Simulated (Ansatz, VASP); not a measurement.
# B3As3H2 (armchair BAs ribbon N=6 H edges) in two plane-wave programs

Wanted: the spread between two codes on one cell, functional and k mesh. The structure shown is the start of the Ansatz relaxation below; VASP solves that cell, so the two are compared at the walk's first step.

Calculated with Ansatz 0.2.0; plane waves, with VASP 6.6.1 beside it; single point at PBE.

### Step 1. The starting structure

The cell holds 16 atoms: 6 B, 6 As and 4 H. Cell: a = 18.085 Å, b = 7.000 Å, c = 5.880 Å, α = 90.0°, β = 90.0°, γ = 90.0°. Vacuum lies along a and b. The structure's axis is c.

### Step 2. Ansatz: relaxation, PBE

Ansatz runs on its default PAW (the set named soft_2) files.

The two programs are compared at the cell with which this relaxation starts, whose forces are those of its first step.

input.yaml

```yaml
crystal:
  lattice:
    - [18.085, 0.0, 0.0]
    - [0.0, 7.0, 0.0]
    - [0.0, 0.0, 5.88]
  atoms:
    - { symbol: B, position: [0.265360139, 0.5, 0.0] }
    - { symbol: B, position: [0.453074796, 0.5, 0.0] }
    - { symbol: B, position: [0.640789454, 0.5, 0.0] }
    - { symbol: As, position: [0.265360139, 0.5, 0.333333333] }
    - { symbol: As, position: [0.453074796, 0.5, 0.333333333] }
    - { symbol: As, position: [0.640789454, 0.5, 0.333333333] }
    - { symbol: H, position: [0.789716134, 0.5, 0.402210884] }
    - { symbol: H, position: [0.19353055, 0.5, 0.460884354] }
    - { symbol: B, position: [0.359217467, 0.5, 0.5] }
    - { symbol: B, position: [0.546932125, 0.5, 0.5] }
    - { symbol: B, position: [0.734646783, 0.5, 0.5] }
    - { symbol: As, position: [0.359217467, 0.5, 0.833333333] }
    - { symbol: As, position: [0.546932125, 0.5, 0.833333333] }
    - { symbol: As, position: [0.734646783, 0.5, 0.833333333] }
    - { symbol: H, position: [0.210290787, 0.5, 0.902210884] }
    - { symbol: H, position: [0.806476371, 0.5, 0.960884354] }
kpoints:
  mp_grid: { grid: [1, 1, 14] }
scf:
  occupations: { method: fermi_dirac, width: 0.05 }
hamiltonian:
  xc: pbe
relax:
  cell: { fix: [a, b, alpha, beta, gamma] }
  max_steps: 45
  f_tol: 0.03
```

Launch:

```bash
> ansatz run input.yaml --threads 4 --pin off --max-ram 16384MiB --backend cpu --events-out ev --progress --plain --runs-dir out
```

Numbers of over 12 decimals in the logs are rounded to 6 here.

Output:

```text
Engine: ansatz 0.2.0, x86_64-unknown-linux-gnu
Pseudopotentials: kind: paw
Pseudopotential: B, paw, valence charge 3, recommended cutoff 420 eV (normal), B.paw.azcp
Pseudopotential: As, paw, valence charge 15, recommended cutoff 420 eV (normal), As.paw.azcp
Pseudopotential: H, paw, valence charge 1, recommended cutoff 420 eV (normal), H.paw.azcp
Functional definition: PBE
  parameter kappa = 0.804
  parameter beta = 0.066725
  exchange = pbe_x(kappa = kappa, mu = beta*pi^2/3)
  correlation = pbe_c(beta = beta)
Crystal: 16 atoms, lattice volume = 744.379 Å³
Basis set: ecut = 420 eV, 14561 PW (Γ), exchange–correlation on 250×96×80 points (8 copies of the dense FFT grid, shifted against one another)
Bands: 72, of which v1, the nominal top of the filled ones, is band 56 counted from 1 (55 counted from 0)
Symmetry: 4 space group operations
Space group: Pmc21 (ITA 26), of the structure as read, at distance tolerance 9.1e-5 Å
k-points: 8 of 14 (time reversal used)
Non-local potential: B, projectors of the file, l = 0: 2, l = 1: 2, l = 2: 1
Non-local potential: As, projectors of the file, l = 0: 2, l = 1: 2, l = 2: 3, l = 3: 1
Non-local potential: H, projectors of the file, l = 0: 2, l = 1: 1
PAW form: soft (Blöchl's): semilocal exchange-correlation on the pseudo side does not see the compensation charge
PAW one-centre angular grid: B, 110 points (default); XC on 64 Gauss nodes
PAW one-centre angular grid: As, 590 points (default); XC on 64 Gauss nodes
PAW one-centre angular grid: H, 110 points (default); XC on 64 Gauss nodes
Initial density: superposition of atomic densities (neutral atoms: chi_scale 0, normalization atom), corrected by the library's trained network
Initial wavefunctions: pseudopotential atomic-orbital guess
Functional: x = pbe(κ = 0.804, μ = 0.219515), c = pbe(β = 0.066725)
SCF iter   1: F=—  HF=-30130.437664 eV  |F-HF|=—  |Δ(HF+E_count)|=         —  Δρ=1.69e-3  dr2=5.26e-2  ethr=1.77e-3  ⟨swp⟩=6.5  Hψ=2346  notcnv=0  defer=16
preconditioner: auto → Resta (q_TF=auto, 1.990 Å⁻¹)  ε∞=2.1  [insulator: Δε(μ)=1.059 eV  Ē_g=9.524 eV  σ=0.050 eV  W_gap=1.00  n_scr=96 (ndim 8)  ℏωp=9.8 eV  f_vac=0.618  D(μ)=0.00/eV (n_scr^D=0)  ε∞_Penn≈2.1  vacuum switching on, ρ_ref=6.6e-3 e/Å³]
SCF iter   2: F=—  HF=-30130.454428 eV  |F-HF|=—  |Δ(HF+E_count)|=   1.68e-2  Δρ=8.95e-4  dr2=1.56e-2  ethr=4.70e-5  ⟨swp⟩=3.0  Hψ=866  notcnv=0  defer=74
SCF iter   3: F=—  HF=-30130.457947 eV  |F-HF|=—  |Δ(HF+E_count)|=   3.52e-3  Δρ=4.85e-4  dr2=5.22e-3  ethr=1.39e-5  ⟨swp⟩=2.1  Hψ=711  notcnv=0  defer=74
SCF iter   4: F=—  HF=-30130.459355 eV  |F-HF|=—  |Δ(HF+E_count)|=   1.41e-3  Δρ=1.55e-4  dr2=3.69e-4  ethr=4.66e-6  ⟨swp⟩=2.0  Hψ=649  notcnv=0  defer=74
SCF iter   5: F=—  HF=-30130.459640 eV  |F-HF|=—  |Δ(HF+E_count)|=   2.84e-4  Δρ=5.21e-5  dr2=2.75e-5  ethr=3.30e-7  ⟨swp⟩=2.0  Hψ=686  notcnv=0  defer=74
SCF iter   6: F=—  HF=-30130.459585 eV  |F-HF|=—  |Δ(HF+E_count)|=   5.48e-5  Δρ=2.06e-5  dr2=4.38e-6  ethr=2.45e-8  ⟨swp⟩=2.0  Hψ=781  notcnv=0  defer=74
SCF iter   7: F=—  HF=-30130.459597 eV  |F-HF|=—  |Δ(HF+E_count)|=   1.18e-5  Δρ=7.17e-6  dr2=4.07e-7  ethr=3.91e-9  ⟨swp⟩=2.0  Hψ=692  notcnv=0  defer=74
SCF iter   8: F=-30130.459599 eV  HF=-30130.459599 eV  |F-HF|=2.76e-8  |Δ(HF+E_count)|=   2.03e-6  Δρ=2.07e-6  dr2=3.74e-8  ethr=8.93e-11  ⟨swp⟩=5.0  Hψ=1827  notcnv=0
SCF 1 converged in 8 iterations: F = -30130.459599 eV  dr2 = 3.74e-8
  greatest PAW one-centre occupation: 0.999 electrons in one spin orbital (limit 2), on the As atom at site 12 (counted from 0), in its partial waves of l = 2
relax step   1: F+E_penalty+E_count = -30130.45959867 eV  Δ(F+E_penalty+E_count) = +0.000e0 eV  max|allowed force component| = 1.078e0 eV/Å  Δτ_max = 0.0000 Å  P = -0.196 GPa  Ω = 744.379 Å³  fix = [a, b, alpha, beta, gamma]  reactions: a -0.392, b +0.364 GPa  (8 SCF iters, dr2 threshold 1.00e-7 eV, accepted)
[...]
relax step   3: F+E_penalty+E_count = -30130.63498618 eV  Δ(F+E_penalty+E_count) = -2.273e-2 eV  max|allowed force component| = 9.752e-2 eV/Å  Δτ_max = 0.0245 Å  P = +0.092 GPa  Ω = 744.571 Å³  energy of the carried Pulay correction = -4.009e-5 eV  fix = [a, b, alpha, beta, gamma]  reactions: a -0.034, b +0.355 GPa  (6 SCF iters, dr2 threshold 1.60e-6 eV, accepted)
[...]
relax step   4: F+E_penalty+E_count = -30130.63601415 eV  Δ(F+E_penalty+E_count) = -1.028e-3 eV  max|allowed force component| = 6.174e-3 eV/Å  Δτ_max = 0.0060 Å  P = +0.123 GPa  Ω = 744.519 Å³  energy of the carried Pulay correction = -2.925e-5 eV  fix = [a, b, alpha, beta, gamma]  reactions: a +0.010, b +0.354 GPa  (6 SCF iters, dr2 threshold 5.94e-7 eV, accepted)
[...]
relax step   5: F+E_penalty+E_count = -30130.63606467 eV  Δ(F+E_penalty+E_count) = -5.052e-5 eV  max|allowed force component| = 6.193e-3 eV/Å  Δτ_max = 0.0000 Å  P = +0.122 GPa  Ω = 744.519 Å³  fix = [a, b, alpha, beta, gamma]  reactions: a +0.009, b +0.354 GPa  stress off target by 3.76e-3 GPa on what of the cell is left free  SCF on the basis re-selected at this cell (its energy is not comparable with the rows above)  (5 SCF iters)
basis re-selected at this cell: Δ(F+E_penalty+E_count) = -5.052e-5 eV, ΔP = -0.000 GPa vs the last step (what re-selecting the basis moved, of the pressure what is left beyond the Pulay correction that the steps carried, after the strain that the cell walked since its last selection, with what the two solves' SCF thresholds leave and, on support functions, any second-order correction that the steps lacked; it is no m [...]
SCF converged after 5 iterations
Free energy (F): -30130.636065 eV
Harris-Foulkes:  -30130.636065 eV  (|F-HF|=4.16e-8)
Internal energy: -30130.636059 eV  (E = F + TS)
E sigma→0 (E₀):  -30130.636062 eV
Entropy (-TS):   -0.000005 eV (-0.000 meV/atom)
Fermi energy:    -0.717328 eV
--- Per-component energies (eV) ---
  E_band       = -2564.692364
  E_kinetic    = 949.014237
  E_local      = -36399.865835  (includes V_loc(G=0)·N_el)
  E_nonlocal   = -3938.650714
  E_hartree    = 18100.169965
  E_xc         = -692.789804
  E_vxc        = -735.739398  (∫ρ·V_xc dr)
  E_paw        = -11493.276211  (= ΣΔE_a)
  E_vpaw       = 1360.215285  (= ΣTr[D̂ρ^β])
  E_aug_tail   = -0.004932  (compensation charges beyond the density's cutoff)
  E_ewald      = 3344.767233
  E_smearing   = -0.000005  (= −TS)
  E_closure    = -0.000000  (closes the sum)
  Σ components = -30130.636065   (vs F -30130.636065, Δ=0.00e0)
--- Forces (eV/Å), atoms counted from 1 ---
  atom   1  B     -0.00474358     0.00000000    -0.00450608
  atom   2  B     -0.00619256     0.00000000    -0.00116905
  atom   3  B     -0.00326602     0.00000000    -0.00201879
  atom   4  As    -0.00311484     0.00000000     0.00309806
  atom   5  As    -0.00032871     0.00000000     0.00323353
  atom   6  As     0.00136411    -0.00000000     0.00184169
  atom   7  H      0.00111957    -0.00000000     0.00050073
  atom   8  H      0.00331465    -0.00000000    -0.00098229
  atom   9  B      0.00326602    -0.00000000    -0.00201879
  atom  10  B      0.00619256    -0.00000000    -0.00116905
  atom  11  B      0.00474358    -0.00000000    -0.00450608
  atom  12  As    -0.00136411     0.00000000     0.00184169
  atom  13  As     0.00032871    -0.00000000     0.00323353
  atom  14  As     0.00311484    -0.00000000     0.00309806
  atom  15  H     -0.00111957     0.00000000     0.00050073
  atom  16  H     -0.00331465     0.00000000    -0.00098229
  max |Σ_I F_I| component: 4.38e-6 eV/Å
--- Stress (GPa, compression-positive) ---
        0.008798      -0.000000       0.000000
       -0.000000       0.354171      -0.000000
        0.000000      -0.000000       0.003756
  P = ⅓ Tr σ = 0.1222 GPa (1.222 kbar)
--- Relaxed structure (4 steps of the walk, 4 accepted, 1 SCFs on fresh bases) ---
  F+E_penalty+E_count = -30130.63606467 eV   max|allowed force component| = 6.193e-3 eV/Å   (the final SCF, on the basis selected at the relaxed cell)
  cell:  # Å, volume = 744.5191 Å³
    - [18.085, 0.0, 0.0]
    - [0.0, 7.0, 0.0]
    - [0.0, 0.0, 5.881110]
  atoms:
    - { symbol: B, position: [0.265729, 0.5, 0.000280793] }
    - { symbol: B, position: [0.452835, 0.5, 0.00289837] }
    - { symbol: B, position: [0.639644, 0.5, 0.00381294] }
    - { symbol: As, position: [0.270513, 0.5, 0.324767] }
    - { symbol: As, position: [0.453396, 0.5, 0.335646] }
    - { symbol: As, position: [0.640613, 0.5, 0.337803] }
    - { symbol: H, position: [0.792250, 0.5, 0.403435] }
    - { symbol: H, position: [0.198931, 0.5, 0.454452] }
    - { symbol: B, position: [0.360356, 0.5, 0.503813] }
    - { symbol: B, position: [0.547165, 0.5, 0.502898] }
    - { symbol: B, position: [0.734271, 0.5, 0.500281] }
    - { symbol: As, position: [0.359387, 0.5, 0.837803] }
    - { symbol: As, position: [0.546604, 0.5, 0.835646] }
    - { symbol: As, position: [0.729487, 0.5, 0.824767] }
    - { symbol: H, position: [0.207750, 0.5, 0.903435] }
    - { symbol: H, position: [0.801069, 0.5, 0.954452] }
```

[end of part 1 of 2]

[Lines on the potential files, build, host, timing and source positions are cut from VASP's logs without a mark.]

[Logs are printed without paths, hosts, clocks, repeated set-up lines and the standing remarks that a program may print on its own settings, such as how far it seeks lower states.]

[Hosts, paths, dates, database ids (printed as entryN), source tags and the programs' standing remarks are cut or masked in the printed files.]
